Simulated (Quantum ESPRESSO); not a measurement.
# Al (Fm-3m) in Quantum ESPRESSO: equation of state

Aim: energy against volume of Al in PBEsol, for its equilibrium volume and stiffness.

Program: Quantum ESPRESSO 7.5. These are calculated values, not measurements. Logs are shortened: lines on timing, memory, paths and dates and some standing lists are left out, and cuts for length are marked.

**Experimental background.**

From “The interpretation of polycrystalline coherent inelastic neutron scattering from aluminium”, 2013, pmc:3831299, for a bulk crystal of Al: bulk modulus 76.9 GPa.

The runs below are set against these values where they give the same quantity.

## Step 1: The crystal as given

The structure is cubic, space group Fm-3m (No. 225). Conventional cell: a = 4.050 Å, b = 4.050 Å, c = 4.050 Å, α = 90.00°, β = 90.00°, γ = 90.00°. Al (site symmetry m-3m) has 12 Al at 2.86 Å as nearest neighbours.

## Step 2: Single point, PBEsol, 15.61 Å³/atom

pw.in reads:

```
&CONTROL
  calculation = 'scf'
  prefix = 'pwscf'
  outdir = './tmp'
  pseudo_dir = './pseudo'
  tprnfor = .true.
  tstress = .true.
  disk_io = 'nowf'
/
&SYSTEM
  ibrav = 0
  nat = 1
  ntyp = 1
  ecutwfc = 45
  ecutrho = 360
  nbnd = 6
  occupations = 'smearing'
  smearing = 'fd'
  degauss = 0.00367493
/
&ELECTRONS
  conv_thr = 2d-10
  electron_maxstep = 120
  mixing_beta = 0.5
/
ATOMIC_SPECIES
Al    26.9815 al_pbesol_v1.uspp.F.UPF
CELL_PARAMETERS angstrom
   0.0000000000    1.9834708509    1.9834708509
   1.9834708509    0.0000000000    1.9834708509
   1.9834708509    1.9834708509    0.0000000000
ATOMIC_POSITIONS crystal
Al     0.0000000000    0.0000000000    0.0000000000
K_POINTS automatic
11 11 11 0 0 0
```

Potentials or basis: GBRV 1.5 PBEsol.

The run is started by

```
> OMP_NUM_THREADS=1 mpirun -n 2 pw.x -nk 2 -in pw.in > pw.out
```

pw.out:

```text
This program is part of the open-source Quantum ESPRESSO suite
     for quantum simulation of materials; please cite
[... 6 lines left out ...]
     using ibrav=0 with symmetry is DISCOURAGED, use correct ibrav instead

     K-points division:     npool     =       2
     Subspace diagonalization in iterative solution of the eigenvalue problem:
     a serial algorithm will be used

     G-vector sticks info
     --------------------
     sticks:   dense  smooth     PW     G-vecs:    dense   smooth      PW
     Sum         691     349    121                12051     4285     869

     Using Slab Decomposition

     bravais-lattice index     =            0
     lattice parameter (alat)  =       5.3008  a.u.
     unit-cell volume          =     105.3184 (a.u.)^3
     number of atoms/cell      =            1
     number of atomic types    =            1
     number of electrons       =         3.00
     number of Kohn-Sham states=            6
     kinetic-energy cutoff     =      45.0000  Ry
     charge density cutoff     =     360.0000  Ry
     scf convergence threshold =      2.0E-10
     mixing beta               =       0.5000
     number of iterations used =            8  plain     mixing
     Exchange-correlation= SLA  PW   PSX  PSC
                           (   1   4  10   8   0   0   0)

     celldm(1)=   5.300779  celldm(2)=   0.000000  celldm(3)=   0.000000
     celldm(4)=   0.000000  celldm(5)=   0.000000  celldm(6)=   0.000000

     crystal axes: (cart. coord. in units of alat)
               a(1) = (   0.000000   0.707107   0.707107 )
               a(2) = (   0.707107   0.000000   0.707107 )
               a(3) = (   0.707107   0.707107   0.000000 )

     reciprocal axes: (cart. coord. in units 2 pi/alat)
               b(1) = ( -0.707107  0.707107  0.707107 )
               b(2) = (  0.707107 -0.707107  0.707107 )
               b(3) = (  0.707107  0.707107 -0.707107 )

     PseudoPot. # 1 for Al read from file:
     al_pbesol_v1.uspp.F.UPF
     Pseudo is Ultrasoft + core correction, Zval =  3.0
     Generated by new atomic code, or converted to UPF format
     Using radial grid of  893 points,  3 beta functions with:
                l(1) =   0
                l(2) =   1
                l(3) =   2
     Q(r) pseudized with  8 coefficients,  rinner =    0.900   0.900   0.900
                                                       0.900   0.900

     atomic species   valence    mass     pseudopotential
     Al                3.00    26.98150     Al( 1.00)

     48 Sym. Ops., with inversion, found

   Cartesian axes

     site n.     atom                  positions (alat units)
         1        Al     tau(   1) = (   0.0000000   0.0000000   0.0000000  )

     number of k points=    56  Fermi-Dirac smearing, width (Ry)=  0.0037
                       cart. coord. in units 2pi/alat
        k(    1) = (   0.0000000   0.0000000   0.0000000), wk =   0.0015026
        k(    2) = (   0.0642824   0.0642824  -0.0642824), wk =   0.0120210
        k(    3) = (   0.1285649   0.1285649  -0.1285649), wk =   0.0120210
        k(    4) = (   0.1928473   0.1928473  -0.1928473), wk =   0.0120210
        k(    5) = (   0.2571297   0.2571297  -0.2571297), wk =   0.0120210
        k(    6) = (   0.3214122   0.3214122  -0.3214122), wk =   0.0120210
[... 48 lines left out ...]
        k(   55) = (  -0.0642824  -0.4499770   0.7071068), wk =   0.0360631
        k(   56) = (   0.0000000  -0.3856946   0.6428243), wk =   0.0360631

     Dense  grid:    12051 G-vectors     FFT dimensions: (  36,  36,  36)

     Smooth grid:     4285 G-vectors     FFT dimensions: (  24,  24,  24)

     Initial potential from superposition of free atoms

     starting charge       2.9976, renormalised to       3.0000
     Starting wfcs are    4 randomized atomic wfcs +    2 random wfcs

     Self-consistent Calculation

     iteration #  1     ecut=    45.00 Ry     beta= 0.50
     Davidson diagonalization with overlap
     ethr =  1.00E-02,  avg # of iterations =  5.6

     Threshold (ethr) on eigenvalues was too large:
     Diagonalizing with lowered threshold

     Davidson diagonalization with overlap
     ethr =  1.97E-04,  avg # of iterations =  2.2

     total energy              =      -6.66498314 Ry
     estimated scf accuracy    <       0.00589538 Ry

     iteration #  2     ecut=    45.00 Ry     beta= 0.50
     Davidson diagonalization with overlap
     ethr =  1.97E-04,  avg # of iterations =  1.0

     total energy              =      -6.66456241 Ry
     estimated scf accuracy    <       0.00122666 Ry

     iteration #  3     ecut=    45.00 Ry     beta= 0.50
     Davidson diagonalization with overlap
     ethr =  4.09E-05,  avg # of iterations =  1.4

     total energy              =      -6.66461093 Ry
     estimated scf accuracy    <       0.00000311 Ry

     iteration #  4     ecut=    45.00 Ry     beta= 0.50
     Davidson diagonalization with overlap
     c_bands:  1 eigenvalues not converged
     ethr =  1.04E-07,  avg # of iterations =  3.5

     total energy              =      -6.66461193 Ry
     estimated scf accuracy    <          8.0E-09 Ry

     iteration #  5     ecut=    45.00 Ry     beta= 0.50
     Davidson diagonalization with overlap
     ethr =  2.68E-10,  avg # of iterations =  2.3

     total energy              =      -6.66461194 Ry
     estimated scf accuracy    <          1.5E-09 Ry

     iteration #  6     ecut=    45.00 Ry     beta= 0.50
     Davidson diagonalization with overlap
     ethr =  4.99E-11,  avg # of iterations =  1.0

     End of self-consistent calculation

          k = 0.0000 0.0000 0.0000 (   537 PWs)   bands (ev):

    -3.1268  21.3473  21.3473  23.0173  23.0174  23.0174

          k = 0.0643 0.0643-0.0643 (   534 PWs)   bands (ev):

    -2.8938  18.4018  20.7378  20.7378  23.6362  23.9744

          k = 0.1286 0.1286-0.1286 (   540 PWs)   bands (ev):

    -2.1967  14.6581  20.0122  20.0122  23.3769  24.7850

          k = 0.1928 0.1928-0.1928 (   537 PWs)   bands (ev):

    -1.0417  11.1253  19.6030  19.6030  23.1478  23.1845

          k = 0.2571 0.2571-0.2571 (   546 PWs)   bands (ev):

     0.5604   7.9136  19.5604  19.5604  21.7248  21.7248

          k = 0.3214 0.3214-0.3214 (   550 PWs)   bands (ev):

     2.5882   5.0754  19.8933  19.8933  20.6276  20.6276

          k = 0.1286 0.0000-0.0000 (   536 PWs)   bands (ev):

    -2.8162  19.4677  19.4677  19.6796  22.3397  25.2355

          k = 0.1928 0.0643-0.0643 (   542 PWs)   bands (ev):

    -2.2740  16.0131  18.5296  19.8583  22.6880  23.1416

          k = 0.2571 0.1286-0.1286 (   543 PWs)   bands (ev):

    -1.2721  12.4367  17.9649  19.5208  20.9070  24.7795

          k = 0.3214 0.1928-0.1928 (   538 PWs)   bands (ev):

     0.1804   9.1287  17.7833  19.1082  19.5452  24.2457

          k = 0.3857 0.2571-0.2571 (   540 PWs)   bands (ev):

     2.0674   6.1686  17.9267  17.9890  19.6980  23.0447

          k =-0.2571-0.3857 0.3857 (   544 PWs)   bands (ev):

     3.5273   4.4389  17.0572  18.5843  20.3293  22.2035

          k =-0.1928-0.3214 0.3214 (   540 PWs)   bands (ev):

     1.3918   7.1113  16.5856  19.5692  21.3579  21.7360

          k =-0.1286-0.2571 0.2571 (   541 PWs)   bands (ev):

    -0.3530  10.1883  16.5224  20.9297  21.6447  22.7554

          k =-0.0643-0.1928 0.1928 (   538 PWs)   bands (ev):

    -1.6566  13.5720  16.8852  21.8397  22.6582  24.3919

          k =-0.0000-0.1286 0.1286 (   537 PWs)   bands (ev):

    -2.5061  16.8584  17.9646  21.9474  23.3460  24.3585

          k = 0.2571 0.0000-0.0000 (   536 PWs)   bands (ev):

    -1.8879  17.4315  17.4315  17.4317  20.4156  20.9471

          k = 0.3214 0.0643-0.0643 (   539 PWs)   bands (ev):

    -1.0420  14.0657  16.7226  17.9229  18.3679  21.4385

          k = 0.3857 0.1286-0.1286 (   537 PWs)   bands (ev):

     0.2557  10.7300  16.3454  16.4041  18.0948  23.5700

          k = 0.4500 0.1928-0.1928 (   536 PWs)   bands (ev):

     1.9914   7.6808  14.9171  16.4765  18.2463  25.8323

          k =-0.1928-0.4500 0.4500 (   532 PWs)   bands (ev):

     4.1101   5.0284  13.8881  16.9410  18.7835  24.8902

          k =-0.1286-0.3857 0.3857 (   539 PWs)   bands (ev):

     2.6654   6.7272  13.2844  17.7978  19.7255  24.3050

          k =-0.0643-0.3214 0.3214 (   535 PWs)   bands (ev):

     0.7874   9.6056  13.1541  19.0443  21.0536  24.0648

          k = 0.0000-0.2571 0.2571 (   540 PWs)   bands (ev):

    -0.6588  12.3473  13.9290  20.6672  22.7111  23.7395

          k = 0.3857 0.0000-0.0000 (   548 PWs)   bands (ev):

    -0.3539  15.6460  15.7993  15.8751  15.8751  19.5555

          k = 0.4500 0.0643-0.0643 (   537 PWs)   bands (ev):

     0.7851  12.6314  13.8105  15.4210  16.6856  20.2381

          k = 0.5143 0.1286-0.1286 (   539 PWs)   bands (ev):

     2.3614   9.5682  12.2061  15.3599  16.9535  22.6320

          k =-0.1286-0.5143 0.5143 (   537 PWs)   bands (ev):

     4.3442   6.8063  11.0230  15.6920  17.4127  25.5991

          k =-0.0643-0.4500 0.4500 (   533 PWs)   bands (ev):

     4.3628   6.7269  10.3220  16.4174  18.2513  27.2474

          k =-0.0000-0.3857 0.3857 (   542 PWs)   bands (ev):

     2.3675   8.9245  10.5806  17.5358  19.4815  26.6885

          k = 0.5143 0.0000-0.0000 (   544 PWs)   bands (ev):

     1.7614  11.5929  14.4369  14.8327  14.8327  18.5137

          k = 0.5785 0.0643-0.0643 (   541 PWs)   bands (ev):

     3.1675   9.8082  11.8321  14.6384  15.8159  19.4661

          k =-0.0643-0.5785 0.5785 (   531 PWs)   bands (ev):

     4.9496   8.3940   9.1721  14.8375  16.3694  22.1401

          k =-0.0000-0.5143 0.5143 (   530 PWs)   bands (ev):

     6.4363   6.6366   8.2878  15.4305  17.1260  25.3882

          k = 0.6428-0.0000 0.0000 (   528 PWs)   bands (ev):

     4.3662   7.9361  13.8290  14.3110  14.3110  17.9633

          k =-0.0000-0.6428 0.6428 (   532 PWs)   bands (ev):

     5.4916   6.9676  11.5379  14.3773  15.5245  19.2012

          k = 0.2571 0.1286 0.0000 (   546 PWs)   bands (ev):

    -1.5797  14.6176  15.9637  20.6807  20.7264  22.6822

          k = 0.3214 0.1928-0.0643 (   539 PWs)   bands (ev):

    -0.4296  11.5976  15.0355  18.7589  21.0052  24.1848

          k = 0.3857 0.2571-0.1286 (   533 PWs)   bands (ev):

     1.1651   8.4634  14.9058  17.2137  21.0882  23.3836

          k =-0.2571-0.3857 0.5143 (   545 PWs)   bands (ev):

     3.1816   5.6555  15.1865  16.1041  21.4625  22.2808

          k = 0.3857 0.1286-0.0000 (   539 PWs)   bands (ev):

    -0.0488  12.9176  14.3225  16.1748  19.1460  21.3982

          k = 0.4500 0.1928-0.0643 (   540 PWs)   bands (ev):

     1.3897  10.1656  13.5559  14.5340  19.7430  23.2221

          k =-0.1928-0.4500 0.5785 (   538 PWs)   bands (ev):

     3.2549   7.3019  12.9503  13.9699  20.1210  25.0474

          k =-0.1286-0.3857 0.5143 (   536 PWs)   bands (ev):

     4.6967   5.5944  12.1325  14.5042  20.7931  24.2971

          k =-0.0643-0.3214 0.4500 (   540 PWs)   bands (ev):

     2.5904   8.1663  11.7360  15.5196  21.8196  23.7474

          k = 0.0000-0.2571 0.3857 (   533 PWs)   bands (ev):

     0.8626  10.6379  12.2656  16.9491  23.0120  23.1412

          k = 0.5143 0.1286 0.0000 (   533 PWs)   bands (ev):

     2.0618  11.7780  11.8087  13.4059  18.0476  20.4326

          k =-0.1286-0.5143 0.6428 (   539 PWs)   bands (ev):

     3.7600   9.2632  10.4410  12.9258  18.9341  22.5251

          k =-0.0643-0.4500 0.5785 (   531 PWs)   bands (ev):

     5.7966   6.7239   9.4500  13.3310  19.5956  25.5246

          k = 0.0000-0.3857 0.5143 (   530 PWs)   bands (ev):

     4.4365   7.7809   9.4112  14.2141  20.5428  26.3815

          k =-0.0643-0.5785 0.7071 (   532 PWs)   bands (ev):

     4.6587   8.2175  11.2067  12.7979  17.4929  19.9231

          k =-0.0000-0.5143 0.6428 (   526 PWs)   bands (ev):

     6.0642   7.5138   9.0938  12.6261  18.6599  22.2827

          k =-0.1928-0.4500 0.7071 (   542 PWs)   bands (ev):

     2.9587   9.4959  11.0479  12.9165  21.9826  23.6322

          k =-0.1286-0.3857 0.6428 (   527 PWs)   bands (ev):

     4.9316   7.2987  10.7190  11.8305  22.9705  23.8773

          k =-0.0643-0.4500 0.7071 (   532 PWs)   bands (ev):

     5.5313   8.9243   8.9839  10.7935  21.4435  23.2741

          k = 0.0000-0.3857 0.6428 (   531 PWs)   bands (ev):

     6.9512   7.2088   8.7412  10.7842  22.7481  25.6664

     the Fermi energy is     8.4308 ev

!    total energy              =      -6.66461194 Ry
     estimated scf accuracy    <          3.3E-11 Ry
     smearing contrib. (-TS)   =      -0.00028784 Ry
     internal energy E=F+TS    =      -6.66432409 Ry

     The total energy is F=E-TS. E is the sum of the following terms:
     one-electron contribution =       3.11500498 Ry
     hartree contribution      =       0.00873097 Ry
     xc contribution           =      -4.28360791 Ry
     ewald contribution        =      -5.50445214 Ry

     convergence has been achieved in   6 iterations

     Forces acting on atoms (cartesian axes, Ry/au):

     atom    1 type  1   force =     0.00000000    0.00000000    0.00000000

     Total force =     0.000000     Total SCF correction =     0.000000

     Computing stress (Cartesian axis) and pressure

          total   stress  (Ry/bohr**3)                   (kbar)     P=       32.90
   0.00022365  -0.00000000   0.00000000           32.90       -0.00        0.00
   0.00000000   0.00022365   0.00000000            0.00       32.90        0.00
   0.00000000   0.00000000   0.00022365            0.00        0.00       32.90

=------------------------------------------------------------------------------=
   JOB DONE.
=------------------------------------------------------------------------------=
```

Run time: 1.8 s. Hardware: 2 MPI ranks of Arm Neoverse V2, shared host; peak memory 0.1 GiB.

What came out:

| Property | Result |
| --- | --- |
| Free energy | -90.6767 eV |
| Pressure | 3.3 GPa |
| Band gap on the k mesh | none (metal or under the smearing width) |

## Step 3: Single point, PBEsol, 15.94 Å³/atom

pw.in: that of step 2 with these lines changed.

```diff
@@ -28,5 +28,5 @@
 CELL_PARAMETERS angstrom
-   0.0000000000    1.9834708509    1.9834708509
-   1.9834708509    0.0000000000    1.9834708509
-   1.9834708509    1.9834708509    0.0000000000
+   0.0000000000    1.9974394157    1.9974394157
+   1.9974394157    0.0000000000    1.9974394157
+   1.9974394157    1.9974394157    0.0000000000
 ATOMIC_POSITIONS crystal
```

Potentials or basis: GBRV 1.5 PBEsol.

The run is started by

```
> OMP_NUM_THREADS=1 mpirun -n 2 pw.x -nk 2 -in pw.in > pw.out
```

It took 1.8 s on 2 MPI ranks of Arm Neoverse V2, shared host; peak memory 0.1 GiB.

It converged, with:

```
Free energy            : -90.6814 eV
Pressure               : 1.3 GPa
Band gap on the k mesh : none (metal or under the smearing width)
```

## Step 4: Single point, PBEsol, 16.27 Å³/atom

pw.in: that of step 3 with these lines changed.

```diff
@@ -28,5 +28,5 @@
 CELL_PARAMETERS angstrom
-   0.0000000000    1.9974394157    1.9974394157
-   1.9974394157    0.0000000000    1.9974394157
-   1.9974394157    1.9974394157    0.0000000000
+   0.0000000000    2.0112152952    2.0112152952
+   2.0112152952    0.0000000000    2.0112152952
+   2.0112152952    2.0112152952    0.0000000000
 ATOMIC_POSITIONS crystal
```

The run is started by

```
> OMP_NUM_THREADS=1 mpirun -n 2 pw.x -nk 2 -in pw.in > pw.out
```

Run time: 1.8 s. Hardware: 2 MPI ranks of Arm Neoverse V2, shared host; peak memory 0.1 GiB.

Results (log left out):

- Free energy: -90.6823 eV
- Pressure: -0.4 GPa
- Band gap on the k mesh: none (metal or under the smearing width)

## Step 5: Single point, PBEsol, 16.60 Å³/atom

pw.in: that of step 4 with these lines changed.

```diff
@@ -28,5 +28,5 @@
 CELL_PARAMETERS angstrom
-   0.0000000000    2.0112152952    2.0112152952
-   2.0112152952    0.0000000000    2.0112152952
-   2.0112152952    2.0112152952    0.0000000000
+   0.0000000000    2.0248050000    2.0248050000
+   2.0248050000    0.0000000000    2.0248050000
+   2.0248050000    2.0248050000    0.0000000000
 ATOMIC_POSITIONS crystal
```

The run is started by

```
> OMP_NUM_THREADS=1 mpirun -n 2 pw.x -nk 2 -in pw.in > pw.out
```

It took 1.8 s on 2 MPI ranks of Arm Neoverse V2, shared host; peak memory 0.1 GiB.

Results (log left out):

```
Free energy            : -90.6798 eV
Pressure               : -2.0 GPa
Band gap on the k mesh : none (metal or under the smearing width)
```

## Step 6: Single point, PBEsol, 16.93 Å³/atom

pw.in: that of step 5 with these lines changed.

```diff
@@ -28,5 +28,5 @@
 CELL_PARAMETERS angstrom
-   0.0000000000    2.0248050000    2.0248050000
-   2.0248050000    0.0000000000    2.0248050000
-   2.0248050000    2.0248050000    0.0000000000
+   0.0000000000    2.0382146954    2.0382146954
+   2.0382146954    0.0000000000    2.0382146954
+   2.0382146954    2.0382146954    0.0000000000
 ATOMIC_POSITIONS crystal
```

Potentials or basis: GBRV 1.5 PBEsol.

The run is started by

```
> OMP_NUM_THREADS=1 mpirun -n 2 pw.x -nk 2 -in pw.in > pw.out
```

Run time: 1.8 s. Hardware: 2 MPI ranks of Arm Neoverse V2, shared host; peak memory 0.1 GiB.

The run converged. Its results:

| Quantity | Value |
| --- | --- |
| Free energy | -90.6742 eV |
| Pressure | -3.4 GPa |
| Band gap on the k mesh | none (metal or under the smearing width) |

## Step 7: Single point, PBEsol, 17.27 Å³/atom

pw.in: that of step 6 with these lines changed.

```diff
@@ -28,5 +28,5 @@
 CELL_PARAMETERS angstrom
-   0.0000000000    2.0382146954    2.0382146954
-   2.0382146954    0.0000000000    2.0382146954
-   2.0382146954    2.0382146954    0.0000000000
+   0.0000000000    2.0514502267    2.0514502267
+   2.0514502267    0.0000000000    2.0514502267
+   2.0514502267    2.0514502267    0.0000000000
 ATOMIC_POSITIONS crystal
```

The run is started by

```
> OMP_NUM_THREADS=1 mpirun -n 2 pw.x -nk 2 -in pw.in > pw.out
```

Run time: 1.8 s. Hardware: 2 MPI ranks of Arm Neoverse V2, shared host; peak memory 0.1 GiB.

It converged, with:

| Item | Value |
| --- | --- |
| Free energy | -90.6658 eV |
| Pressure | -4.7 GPa |
| Band gap on the k mesh | none (metal or under the smearing width) |

## Step 8: Single point, PBEsol, 17.60 Å³/atom

pw.in: that of step 7 with these lines changed.

```diff
@@ -28,5 +28,5 @@
 CELL_PARAMETERS angstrom
-   0.0000000000    2.0514502267    2.0514502267
-   2.0514502267    0.0000000000    2.0514502267
-   2.0514502267    2.0514502267    0.0000000000
+   0.0000000000    2.0645171409    2.0645171409
+   2.0645171409    0.0000000000    2.0645171409
+   2.0645171409    2.0645171409    0.0000000000
 ATOMIC_POSITIONS crystal
```

The run is started by

```
> OMP_NUM_THREADS=1 mpirun -n 2 pw.x -nk 2 -in pw.in > pw.out
```

Wall time 1.8 s (2 MPI ranks of Arm Neoverse V2, shared host); peak memory 0.1 GiB.

The run converged. Its results:

```yaml
Free_energy: -90.6550 eV
Pressure: -5.8 GPa
Band_gap_on_the_k_mesh: none (metal or under the smearing width)
```

## Step 9: Equation of state, PBEsol

Potentials or basis: GBRV 1.5 PBEsol.

This step only gathers the single runs of the series.

Results:

```
Equilibrium volume                      : 16.19 Å³/atom
Bulk modulus                            : 83 GPa
Pressure derivative of the bulk modulus : 4.5
```

Energy against volume, from the lowest point:
| volume (Å³/atom) | energy (meV/atom) |
| --- | --- |
| 15.607 | 5.68 |
| 15.939 | 0.91 |
| 16.271 | 0.00 |
| 16.603 | 2.53 |
| 16.935 | 8.15 |
| 17.267 | 16.53 |
| 17.599 | 27.37 |

## Step 10: How close it comes

Step 9. Against the measured bulk modulus of Al, 76.9 GPa (quoted in “The interpretation of polycrystalline coherent inelastic neutron scattering from aluminium”, 2013, pmc:3831299), the calculated 83 GPa is off by +8.3 %. The fit is for a static lattice scaled at fixed shape and fixed fractional positions. The cell as given is a measured one (16.60 Å³/atom); PBEsol puts the equilibrium volume -2.5 % from it, thermal expansion not counted.
